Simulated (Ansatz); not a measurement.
TiPbO3 (P4mm), phonons: input and output

Method: r²SCAN, PAW on Ansatz 0.2.0's default frozen-core files (fitted under PBE), scalar-relativistic.

The cell comes from a PAW relaxation under the same functional.

Command:

```sh
ansatz run input.yaml --threads 2 --pin off --max-ram 6144MiB --backend cpu --events-out ev --progress --plain --runs-dir out
```

Input file:

```yaml
crystal:
  lattice:
    - [3.84412671939, 0.0, 0.0]
    - [0.0, 3.84412671939, 0.0]
    - [0.0, 0.0, 4.47432052004]
  atoms:
    - { symbol: Ti, position: [0.5, 0.5, 0.522827172319] }
    - { symbol: Pb, position: [0.0, 0.0, -0.025438979517] }
    - { symbol: O, position: [0.5, 0.5, 0.133549067139] }
    - { symbol: O, position: [0.5, 0.0, 0.62513137003] }
    - { symbol: O, position: [0.0, 0.5, 0.62513137003] }
kpoints:
  mp_grid: { grid: [4, 4, 4] }
scf:
  occupations: { method: fixed }
hamiltonian:
  xc: r2scan
  pseudopotentials: { kind: paw }
phonons:
  method: dfpt
  dielectric: true
  rigid_motions: translations
```

Output (shortened where marked):

```
Warning: RAYON_NUM_THREADS=2 ignored (pool sized by the plan → 2); use --threads N
Engine: ansatz 0.2.0, x86_64-unknown-linux-gnu
Pseudopotentials: kind: paw
Pseudopotential: Ti, paw, valence charge 12, recommended cutoff 500 eV (meta_gga), Ti.paw.azcp
Pseudopotential: Pb, paw, valence charge 14, recommended cutoff 500 eV (meta_gga), Pb.paw.azcp
Pseudopotential: O, paw, valence charge 6, recommended cutoff 500 eV (meta_gga), O.paw.azcp
Functional definition: r2SCAN
  parameter k0 = 0.174
  parameter k1 = 0.065
  parameter a1 = 4.9479
  exchange = r2scan_x(k0 = k0, k1 = k1, a1 = a1)
  correlation = r2scan_c
Crystal: 5 atoms, lattice volume = 66.118 Å³
Basis set: ecut = 500 eV, 1661 PW (Γ), exchange–correlation on 180×180×216 points (216 copies of the dense FFT grid, shifted against one another)
Bands: 27, of which v1, the nominal top of the filled ones, is band 22 counted from 1 (21 counted from 0)
Symmetry: 8 space group operations
k-points: 36 of 64 (irreducible under 1 space group operation, time reversal used)
Non-local potential: Ti, projectors of the file, l = 0: 3, l = 1: 2, l = 2: 3, l = 3: 1
[... 108 lines left out ...]
        247.05      2            84.2955
        277.06      2             1.9365
        284.78      1             0.0000
        399.36      1            15.1241
        511.57      2            25.6480
        739.00      1            27.1564
  optical modes at Γ + LO–TO along q̂ = [1.0000, 0.0000, 0.0000]:
      ω (cm⁻¹)  modes    IR ((D/Å)²/amu)
         98.52      1             6.7847
        124.31      1             0.1560
        170.80      1             5.9211
        247.05      1            42.1478
        276.38      1             0.0050
        277.06      1             0.9683
        284.78      1             0.0000
        399.36      1            15.1241
        437.25      1             6.5965
        511.57      1            12.8240
        678.35      1            55.9673
        739.00      1            27.1564
  optical modes at Γ + LO–TO along q̂ = [0.0000, 1.0000, 0.0000]:
      ω (cm⁻¹)  modes    IR ((D/Å)²/amu)
         98.52      1             6.7847
        124.31      1             0.1560
        170.80      1             5.9211
        247.05      1            42.1478
        276.38      1             0.0050
        277.06      1             0.9683
        284.78      1             0.0000
        399.36      1            15.1241
        437.25      1             6.5965
        511.57      1            12.8240
        678.35      1            55.9673
        739.00      1            27.1564
  optical modes at Γ + LO–TO along q̂ = [0.0000, 0.0000, 1.0000]:
      ω (cm⁻¹)  modes    IR ((D/Å)²/amu)
         98.52      2            13.5693
        213.09      1             1.3332
        247.05      2            84.2955
        277.06      2             1.9365
        284.78      1             0.0000
        473.98      1             7.9525
        511.57      2            25.6480
        857.73      1            38.9159
```

Self-consistency was reached.

**Zone-centre phonons**

Harmonic phonons of a crystal by Kohn-Sham DFT at the given cell, standard atomic masses, acoustic sum rule imposed; negative wavenumbers are unstable modes; optical zone-centre levels upwards with Mulliken labels, activity, and the element with most of the kinetic energy.

```json
{
  "Point group": "4mm"
}
```

```
number  phonon wavenumber (cm⁻¹)  label  infrared  raman  lead element
     1                      98.5      E       yes    yes             O
     2                     170.8     A1       yes    yes             O
     3                       247      E       yes    yes             O
     4                     277.1      E       yes    yes             O
     5                     284.8     B1        no    yes             O
     6                     399.4     A1       yes    yes             O
     7                     511.6      E       yes    yes             O
     8                       739     A1       yes    yes             O
```

**Field response**

Linear response of an insulating crystal by Kohn-Sham DFT to a field and to zone-centre displacements, local fields included; Born charges neutralised; LO modes for wave vectors along x and z; Cartesian axes as in the input.

| Property | Result |
| --- | --- |
| Dielectric electronic (x, y, z) | 6.058, 6.058, 5.738 |
| Dielectric static (x, y, z) | 52.87, 52.87, 16.95 |
| Highest phonon with field along x | 739 cm⁻¹ |
| Highest phonon with field along z | 857.7 cm⁻¹ |
| Highest phonon without field | 739 cm⁻¹ |

```
atom  born charge xx (e)  born charge yy (e)  born charge zz (e)
 Ti1               5.557               5.557               4.835
 Pb2               3.646               3.646               3.327
  O3              -1.949              -1.949              -4.026
  O4              -2.618              -4.636              -2.068
  O5              -4.636              -2.618              -2.068
```

Limits of these numbers: frozen-core PAW files fitted under PBE, their cores solved anew for the functional of the run; no spin-orbit coupling on heavy atoms; zone-boundary modes aren't tested; field response not resolved by the mesh; no LO-TO term at the zone centre.

Time and hardware: 4.5 min on 2 threads of Intel(R) Xeon(R) Platinum 8259CL CPU @ 2.50GHz (Skylake/Cascade Lake), with other jobs on the host, peak memory 2.1 GiB.
